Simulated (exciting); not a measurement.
GaAs: single point with PBE

**Experimental background.**

“Evidence of valence band perturbations in GaAsN/GaAs(001): A combined variable-angle spectroscopic ellipsometry and modulated photoreflectance investigation”, 2008, arxiv:0805.2212 reports, for a bulk crystal of GaAs at 300 K: band gap 1.412 ± 0.01 eV (direct).

Crystal: GaAs.

```
As Ga
1.0
     0.00000    2.82685    2.82685
     2.82685    0.00000    2.82685
     2.82685    2.82685    0.00000
As Ga
1 1
Direct
  0.75000 0.75000 0.75000
  0.00000 0.00000 0.00000
```

- Program: exciting (release sodium)
- Task: single point
- Functional: PBE
- Potentials or basis: all-electron LAPW+lo, shipped species files, valence relativity iora*
- rgkmax: 9
- k mesh: 8 × 8 × 8
- Occupations: fermi-dirac, width 0.05 eV
- Spin: no spin polarisation
- gmaxvr (cutoff of density and potential): 14 1/bohr
- lmaxapw (and lmaxmat): 10
- lmaxvr: 8
- nempty: 10
- Valence relativity: iora*
- epsengy: 1e-05 Ha
- epspot: 1e-05 Ha
- maxscl: 60
- Muffin-tin radii: As 2.0, Ga 2.0 bohr

```
Band gap on the k mesh                            : 0.51 eV, direct
All electrons inside the program's atomic spheres : As 30.38; Ga 28.82 (radii As 2.0, Ga 2.0 bohr)
```

Levels at points of the mesh, in eV from the valence-band top:
```
           k point  band 11  band 12  band 13  band 14  band 15  band 16  band 17  band 18
(0.00, 0.00, 0.00)   -12.72     0.00     0.00     0.00     0.51     3.74     3.74     3.74
(0.50, 0.00, 0.00)   -10.96    -6.63    -1.14    -1.14     1.00     4.65     4.65     7.77
(0.50, 0.50, 0.00)   -10.23    -6.81    -2.67    -2.67     1.48     1.67    10.17    10.17
```

Wall time 3.4 min on 1 thread of Arm Neoverse V1, on a shared host, peak memory 0.14 GiB.

Measured gap of GaAs: 1.412 eV (direct; 300 K; “Evidence of valence band perturbations in GaAsN/GaAs(001): A combined variable-angle spectroscopic ellipsometry and modulated photoreflectance investigation”, 2008, arxiv:0805.2212). This calculation gives 0.51 eV (-0.90 eV). 3 values of this kind are on record (1.412 to 1.51 eV); this one was drawn at random among those near their median, those with a stated uncertainty first. Spin-orbit coupling on As, Ga is left out. The value is that of PBE on a finite k mesh, which can miss the band edges, without temperature or zero-point motion. Semilocal functionals fall short of measured gaps as a rule.
